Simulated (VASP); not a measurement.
# La (P6_3/mmc) in VASP: single point with LDA

Aim: the single point of La with LDA.

All numbers are computed with VASP 6.6.1; they aren't measurements. Logs are shortened: lines on timing, memory, paths and dates and some standing lists are left out, and cuts for length are marked.

## (1) Starting point

It takes space group P6_3/mmc (No. 194, hexagonal). Conventional cell: a = 3.589 Å, b = 3.589 Å, c = 11.541 Å, α = 90.00°, β = 90.00°, γ = 120.00°. Around La (site symmetry -3m) lie 12 La at 3.55 to 3.59 Å. La (site symmetry -6m2) has 12 La at 3.55 to 3.59 Å as nearest neighbours.

## (2) Single point, LDA

Input file INCAR:

```
PREC = Accurate
ENCUT = 520
EDIFF = 1E-6
ISMEAR = 0
SIGMA = 0.05
LREAL = F
LASPH = T
NELM = 100
ALGO = Fast
ISIF = 2
LWAVE = F
LCHARG = F
NBANDS = 30
```

Input file KPOINTS:

```
regular mesh
0
Gamma
  14 14 4
```

Input file POSCAR:

```
La
1.0
    3.5890272254      0.0000000000      0.0000000000
   -1.7945136127      3.1081887521      0.0000000000
    0.0000000000      0.0000000000     11.5411063667
La
4
Direct
    0.0000000000      0.0000000000      0.0000000000
    0.0000000000      0.0000000000      0.5000000000
    0.3333333333      0.6666666667      0.2500000000
    0.6666666667      0.3333333333      0.7500000000
```

Potentials or basis: VASP PAW LDA potentials, release 64 (La).

Run with:

```sh
$ cat potpaw_LDA.64/La/POTCAR > POTCAR
$ mpirun -np 1 vasp_std > vasp.out
```

OUTCAR:

```text
PREC = Accurate
   ENCUT = 520
   EDIFF = 1E-6
   ISMEAR = 0
   LREAL = F
   LASPH = T
   NELM = 100
   ISIF = 2

 ion  position               nearest neighbor table
   1  0.000  0.000  0.000-   3 3.55   4 3.55   4 3.55   3 3.55   4 3.55   3 3.55
   2  0.000  0.000  0.500-   3 3.55   4 3.55   4 3.55   3 3.55   4 3.55   3 3.55
   3  0.333  0.667  0.250-   1 3.55   2 3.55   1 3.55   2 3.55   1 3.55   2 3.55
   4  0.667  0.333  0.750-   1 3.55   2 3.55   1 3.55   2 3.55   1 3.55   2 3.55

  LATTYP: Found a hexagonal cell.
 ALAT       =     3.5890272254
 C/A-ratio  =     3.2156642014

  Lattice vectors:

 A1 = (   3.5890272254,   0.0000000000,   0.0000000000)
 A2 = (  -1.7945136127,   3.1081887521,   0.0000000000)
 A3 = (   0.0000000000,   0.0000000000,  11.5411063667)

Analysis of symmetry for initial positions (statically):
=====================================================================
 Subroutine PRICEL returns:
 Original cell was already a primitive cell.

 Routine SETGRP: Setting up the symmetry group for a
 hexagonal supercell.

 Subroutine GETGRP returns: Found 24 space group operations
 (whereof 12 operations were pure point group operations)
 out of a pool of 24 trial point group operations.

The static configuration has the point symmetry D_3d.
 The point group associated with its full space group is D_6h.

Analysis of symmetry for dynamics (positions and initial velocities):
=====================================================================
 Subroutine PRICEL returns:
 Original cell was already a primitive cell.

 Routine SETGRP: Setting up the symmetry group for a
 hexagonal supercell.

 Subroutine GETGRP returns: Found 24 space group operations
 (whereof 12 operations were pure point group operations)
 out of a pool of 24 trial point group operations.

The dynamic configuration has the point symmetry D_3d.
 The point group associated with its full space group is D_6h.

 Subroutine INISYM returns: Found 24 space group operations
 (whereof 12 operations are pure point group operations),
 and found     1 'primitive' translations

----------------------------------------------------------------------------------------

                                     Primitive cell

  volume of cell :     128.7454

  direct lattice vectors                    reciprocal lattice vectors
     3.589027225  0.000000000  0.000000000     0.278627031  0.160865391  0.000000000
    -1.794513613  3.108188752  0.000000000     0.000000000  0.321730783  0.000000000
     0.000000000  0.000000000 11.541106367     0.000000000  0.000000000  0.086646806

  length of vectors
     3.589027225  3.589027225 11.541106367     0.321730783  0.321730783  0.086646806

  position of ions in fractional coordinates (direct lattice)
     0.000000000  0.000000000  0.000000000
     0.000000000  0.000000000  0.500000000
     0.333333333  0.666666667  0.250000000
     0.666666667  0.333333333  0.750000000

  ion indices of the primitive-cell ions
   primitive index   ion index
                 1           1
                 2           2
                 3           3
                 4           4

----------------------------------------------------------------------------------------

 KPOINTS: regular mesh

Automatic generation of k-mesh.
 Grid dimensions read from file:
 generate k-points for:   14   14    4

 Generating k-lattice:

  Cartesian coordinates                     Fractional coordinates (reciprocal lattice)
     0.019901931  0.011490385  0.000000000     0.071428571  0.000000000  0.000000000
     0.000000000  0.022980770  0.000000000     0.000000000  0.071428571  0.000000000
     0.000000000  0.000000000  0.021661701     0.000000000  0.000000000  0.250000000

  Length of vectors
     0.022980770  0.022980770  0.021661701

  Shift w.r.t. Gamma in fractional coordinates (k-lattice)
     0.000000000  0.000000000  0.000000000

 Subroutine IBZKPT returns following result:
 ===========================================

 Found     72 irreducible k-points:

 Following reciprocal coordinates:
            Coordinates               Weight
  0.000000  0.000000  0.000000      1.000000
  0.071429  0.000000  0.000000      6.000000
  0.142857  0.000000  0.000000      6.000000
  0.214286  0.000000  0.000000      6.000000
  0.285714 -0.000000  0.000000      6.000000
  0.357143  0.000000  0.000000      6.000000
[... 16 lines left out ...]
  0.285714  0.285714  0.000000      6.000000
  0.357143  0.285714  0.000000      6.000000
 [... further k-points ...]
   k-points           NKPTS =     72   k-points in BZ     NKDIM =     72   number of bands    NBANDS=     30
   number of dos      NEDOS =    301   number of ions     NIONS =      4
   total plane-waves  NPLWV =  70560
   dimension x,y,z NGX =    28 NGY =   28 NGZ =   90
   dimension x,y,z NGXF=    56 NGYF=   56 NGZF=  180
   ions per type =               4
   NGX,Y,Z   is equivalent  to a cutoff of  12.97, 12.97, 12.96 a.u.
   NGXF,Y,Z  is equivalent  to a cutoff of  25.94, 25.94, 25.93 a.u.
 SYSTEM =  unknown system
   PREC   = accura    normal or accurate (medium, high low for compatibility)
   ISTART =      0    job   : 0-new  1-cont  2-samecut
   ICHARG =      2    charge: 1-file 2-atom 10-const
   ISPIN  =      1    spin polarized calculation?
   LNONCOLLINEAR =      F non collinear calculations
   LSORBIT =      F    spin-orbit coupling
   LASPH  =      T    aspherical Exc in radial PAW
   ENCUT  =  520.0 eV  38.22 Ry    6.18 a.u.   6.67  6.67 21.46*2*pi/ulx,y,z
   NELM   =    100;   NELMIN=  2; NELMDL= -5     # of ELM steps
   EDIFF  = 0.1E-05   stopping-criterion for ELM
   LREAL  =      F    real-space projection
   EDIFFG = 0.1E-04   stopping-criterion for IOM
   NSW    =      0    number of steps for IOM
   IBRION =     -1    ionic relax: 0-MD 1-quasi-New 2-CG
   NFREE  =      0    steps in history (QN), initial steepest desc. (CG)
   ISIF   =      2    stress and relaxation
   ISYM   =      2    0-nonsym 1-usesym 2-fastsym
   POTIM  = 0.5000    time-step for ionic-motion
   TEBEG  =    0.0;   TEEND  =   0.0 temperature during run
   PSTRESS=    0.0 pullay stress
   NELECT =      44.0000    total number of electrons
   NUPDOWN=      -1.0000    fix difference up-down
   EMIN   =  10.00;   EMAX   =-10.00  energy-range for DOS
   EFERMI =   0.00;   METHOD = LEGACY
   ISMEAR =     0;   SIGMA  =   0.05  broadening in eV -4-tet -1-fermi 0-gaus
   EFERMI_NEDOS =   21; number of points for ismear=-14 and -15
   IALGO  =     68    algorithm
   IMIX   =      4    mixing-type and parameters
     AMIX     =   0.40;   BMIX     =  1.00
     AMIX_MAG =   1.60;   BMIX_MAG =  1.00
  volume/ion in A,a.u.               =      32.19       217.20
  Fermi-wavevector in a.u.,A,eV,Ry     =   1.144586  2.162954 17.824689  1.310078
  Thomas-Fermi vector in A             =   2.281278
   LORBIT       =      0    0 simple, 1 ext, 2 COOP (PROOUT), +10 PAW based schemes
   GGA     = CA    functional components
   LHFCALC =     F    Hartree Fock is set to
   AEXX    =    0.0000 exact exchange contribution
   IVDW    =     0    specifies the selected vdW correction
   LEPSILON=     F    determine dielectric tensor
   LRPA    =     F    only Hartree local field effects (RPA)
 non-spin polarized calculation
 RMM-DIIS sequential band-by-band and
 Gauss-broadening in eV      SIGMA  =   0.05
  energy-cutoff  :      520.00
  volume of cell :      128.75
 maximum number of plane-waves:      3523
 NGX is ok and might be reduce to    28
   NGX = 13   NGY = 13   NGZ = 43

 number of electron      44.0000002 magnetization

 Free energy of the ion-electron system (eV)
  ---------------------------------------------------
  ext. energy  EPLUGINS =         0.00000000
  ---------------------------------------------------
  free energy    TOTEN  =       -22.32877191 eV

  energy without entropy =      -22.32128859  energy(sigma->0) =      -22.32503025

 E-fermi :   9.1521     XC(G=0): -10.3587

 val. band max:        9.1441519582   @ k =   0.0714   0.0714   0.0000
 cond. band min:       9.1541086008   @ k =   0.1429   0.0714   0.2500
 fundamental gap:      0.0099566427
 Fermi energy:         9.1520951850

 k-point     1 :       0.0000    0.0000    0.0000
  band No.  band energies     occupation
      1     -23.5019      2.00000
      2     -23.3281      2.00000
      3     -23.3208      2.00000
      4     -23.1367      2.00000
      5      -8.2481      2.00000
      6      -7.2650      2.00000
[... 22 lines left out ...]
     29      10.9070      0.00000
     30      10.9711      0.00000

 k-point     2 :       0.0714    0.0000    0.0000
  band No.  band energies     occupation
      1     -23.4878      2.00000
      2     -23.3175      2.00000
      3     -23.3103      2.00000
      4     -23.1301      2.00000
      5      -8.2171      2.00000
      6      -7.2744      2.00000
[... 22 lines left out ...]
     29      10.7642      0.00000
     30      10.9576      0.00000

 k-point     3 :       0.1429    0.0000    0.0000
  band No.  band energies     occupation
      1     -23.4475      2.00000
      2     -23.2877      2.00000
      3     -23.2804      2.00000
      4     -23.1121      2.00000
      5      -8.1267      2.00000
      6      -7.3188      2.00000
[... 22 lines left out ...]
     29      10.7628      0.00000
     30      10.8805      0.00000

 k-point     4 :       0.2143    0.0000    0.0000
  band No.  band energies     occupation
      1     -23.3867      2.00000
      2     -23.2441      2.00000
      3     -23.2367      2.00000
      4     -23.0875      2.00000
      5      -7.9868      2.00000
      6      -7.4521      2.00000
[... 616 lines left out ...]
     29      10.8596      0.00000
     30      11.0255      0.00000

 k-point    23 :       0.2857    0.2857    0.0000
  band No.  band energies     occupation
      1     -23.1188      2.00000
      2     -23.0878      2.00000
      3     -23.0798      2.00000
      4     -23.0493      2.00000
      5      -7.8884      2.00000
      6      -7.8294      2.00000
[... 22 lines left out ...]
     29      10.7700      0.00000
     30      10.9490      0.00000

 k-point    24 :       0.3571    0.2857    0.0000
  band No.  band energies     occupation
      1     -23.0926      2.00000
      2     -23.0808      2.00000
      3     -23.0727      2.00000
      4     -23.0614      2.00000
      5      -7.8662      2.00000
      6      -7.7774      2.00000
[... 22 lines left out ...]
     29      10.7999      0.00000
     30      10.8688      0.00000

 [... further k-points ...]

------------------------ aborting loop because EDIFF is reached ----------------------------------------

  FORCE on cell =-STRESS in cart. coord.  units (eV):
  Direction    XX          YY          ZZ          XY          YZ          ZX
  --------------------------------------------------------------------------------------
  -------------------------------------------------------------------------------------
  Total       -0.0767088     -0.0767088     -0.0817488      0.0000000      0.0000000      0.0000000
  in kB       -0.9546065     -0.9546065     -1.0173260      0.0000000      0.0000000      0.0000000
  external PRESSURE =      -0.9755130 kB  Pullay stress =       0.0000000 kB

 VOLUME and BASIS-vectors are now :
 -----------------------------------------------------------------------------
  energy-cutoff  :      520.00
  volume of cell :      128.75
      direct lattice vectors                 reciprocal lattice vectors
     3.589027225  0.000000000  0.000000000     0.278627031  0.160865391  0.000000000
    -1.794513613  3.108188752  0.000000000     0.000000000  0.321730783  0.000000000
     0.000000000  0.000000000 11.541106367     0.000000000  0.000000000  0.086646806

 POSITION                                       TOTAL-FORCE (eV/Angst)
 -----------------------------------------------------------------------------------
      0.00000      0.00000      0.00000        -0.000000      0.000000      0.000000
      0.00000      0.00000      5.77055        -0.000000      0.000000      0.000000
     -0.00000      2.07213      2.88528        -0.000000      0.000000     -0.000000
      1.79451      1.03606      8.65583         0.000000     -0.000000     -0.000000
 -----------------------------------------------------------------------------------
    total drift:                                0.000000     -0.000000      0.000000

  FREE ENERGIE OF THE ION-ELECTRON SYSTEM (eV)
  ---------------------------------------------------
  free  energy   TOTEN  =       -22.3287719130 eV

  energy  without entropy=      -22.3212885934  energy(sigma->0) =      -22.32503025
```

Run time: 21 min. Hardware: 1 thread of Intel Xeon Platinum 8259CL at 2.50GHz (Skylake/Cascade Lake), shared host; peak memory 0.36 GiB.

What came out:

| Property | Result |
| --- | --- |
| Free energy | -22.3288 eV |
| Pressure | -0.1 GPa |
| Band gap on the k mesh | none (metal or under the smearing width) |

Levels at points of the mesh, in eV from the Fermi level:
```
           k point  band 19  band 20  band 21  band 22  band 23  band 24  band 25  band 26
(0.00, 0.00, 0.00)    -1.73    -1.71     0.59     0.76     1.21     1.23     1.26     1.33
(0.50, 0.00, 0.00)    -1.85    -1.29    -0.87    -0.30    -0.24     0.47     1.13     1.18
(0.00, 0.00, 0.50)    -1.81    -1.81     0.69     0.69     1.29     1.30     1.33     1.36
(0.50, 0.00, 0.50)    -1.54    -1.54    -1.33    -1.33     0.60     0.60     1.35     1.35
```

The run has no spin-orbit coupling, so splittings on La are missing.
